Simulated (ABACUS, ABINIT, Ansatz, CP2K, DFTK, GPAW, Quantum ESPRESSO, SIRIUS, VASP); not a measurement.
# One calculation of Te, 10 ways

```
Te
1.0
     4.45400    0.00000    0.00000
    -2.22700    3.85728    0.00000
     0.00000    0.00000    5.92400
Te
3
Direct
  0.73100 0.73100 0.00000
  0.00000 0.26900 0.66667
  0.26900 0.00000 0.33333
```

Alike in all runs: task single point; functional PBE; k mesh 7 × 7 × 5; occupations fermi-dirac, width 0.05 eV; no spin polarisation; no spin-orbit coupling. Pressure is positive in compression and, in plane waves, holds the error of the finite cutoff, which Ansatz's Pulay term estimates and takes out.

```json
{"program and potentials": "VASP, PBE PAW files Te, 520 eV", "plane-wave cutoff (eV)": "520", "notes": "6 valence electrons an atom on average", "pressure (GPa)": "1.45", "largest force (eV/Å)": "0.160"}
{"program and potentials": "CP2K, POTENTIAL_UZH Te GTH-PBE-q6; TZVP-MOLOPT-PBE-GTH basis", "plane-wave cutoff (eV)": "-", "notes": "atomic basis; 6 valence electrons an atom on average", "pressure (GPa)": "2.21", "largest force (eV/Å)": "0.354"}
{"program and potentials": "ABACUS, PseudoDojo NC SR 0.4.1 PBE standard, plane waves", "plane-wave cutoff (eV)": "1129", "notes": "16 valence electrons an atom on average", "pressure (GPa)": "1.56", "largest force (eV/Å)": "0.201"}
{"program and potentials": "ABINIT, JTH PAW PBE v2.0", "plane-wave cutoff (eV)": "408", "notes": "6 valence electrons an atom on average", "pressure (GPa)": "1.45", "largest force (eV/Å)": "0.223"}
{"program and potentials": "Ansatz, Ansatz PAW (earlier soft set)", "plane-wave cutoff (eV)": "420", "notes": "16 valence electrons an atom on average; Pulay term of +0.02 GPa included", "pressure (GPa)": "1.46", "largest force (eV/Å)": "0.149"}
{"program and potentials": "SIRIUS, PseudoDojo 0.4.1 PBE standard (scalar relativistic)", "plane-wave cutoff (eV)": "1102", "notes": "16 valence electrons an atom on average", "pressure (GPa)": "1.56", "largest force (eV/Å)": "0.198"}
{"program and potentials": "Quantum ESPRESSO, SSSP 1.3 efficiency PBE", "plane-wave cutoff (eV)": "748", "notes": "6 valence electrons an atom on average", "pressure (GPa)": "1.42", "largest force (eV/Å)": "0.240"}
{"program and potentials": "Ansatz, all-electron LAPW, scalar-relativistic", "plane-wave cutoff (eV)": "-", "notes": "-", "pressure (GPa)": "1.46", "largest force (eV/Å)": "0.144"}
{"program and potentials": "DFTK, PseudoDojo SR PBE 0.4.1 standard (PBE)", "plane-wave cutoff (eV)": "1088", "notes": "16 valence electrons an atom on average", "pressure (GPa)": "1.57", "largest force (eV/Å)": "0.199"}
{"program and potentials": "GPAW, GPAW PAW data sets (gpaw-data 1.2.1)", "plane-wave cutoff (eV)": "600", "notes": "6 valence electrons an atom on average", "pressure (GPa)": "1.08", "largest force (eV/Å)": "0.111"}
```

Force on atom 3 (Te), eV/Å:

| program and potentials | x | y | z |
| --- | --- | --- | --- |
| VASP, PBE PAW files Te, 520 eV | 0.160 | 0.000 | 0.000 |
| CP2K, POTENTIAL_UZH Te GTH-PBE-q6; TZVP-MOLOPT-PBE-GTH basis | 0.354 | 0.000 | 0.000 |
| ABACUS, PseudoDojo NC SR 0.4.1 PBE standard, plane waves | 0.201 | 0.000 | 0.000 |
| ABINIT, JTH PAW PBE v2.0 | 0.223 | 0.000 | 0.000 |
| Ansatz, Ansatz PAW (earlier soft set) | 0.149 | 0.000 | 0.000 |
| SIRIUS, PseudoDojo 0.4.1 PBE standard (scalar relativistic) | 0.198 | 0.000 | 0.000 |
| Quantum ESPRESSO, SSSP 1.3 efficiency PBE | 0.240 | 0.000 | 0.000 |
| Ansatz, all-electron LAPW, scalar-relativistic | 0.144 | 0.000 | 0.000 |
| DFTK, PseudoDojo SR PBE 0.4.1 standard (PBE) | 0.199 | 0.000 | 0.000 |
| GPAW, GPAW PAW data sets (gpaw-data 1.2.1) | 0.111 | 0.000 | 0.000 |

The pressure spans 1.08 (GPAW, GPAW PAW data sets (gpaw-data 1.2.1)) to 2.21 GPa (CP2K, POTENTIAL_UZH Te GTH-PBE-q6; TZVP-MOLOPT-PBE-GTH basis), with all-electron results at 1.46. Rows in atomic bases carry the error of their basis and grid, which can be large.

Differences between rows come from potentials, basis sets and numerical settings, since the functional is the same but for its coding. Runs on potential files found faulty are left out.
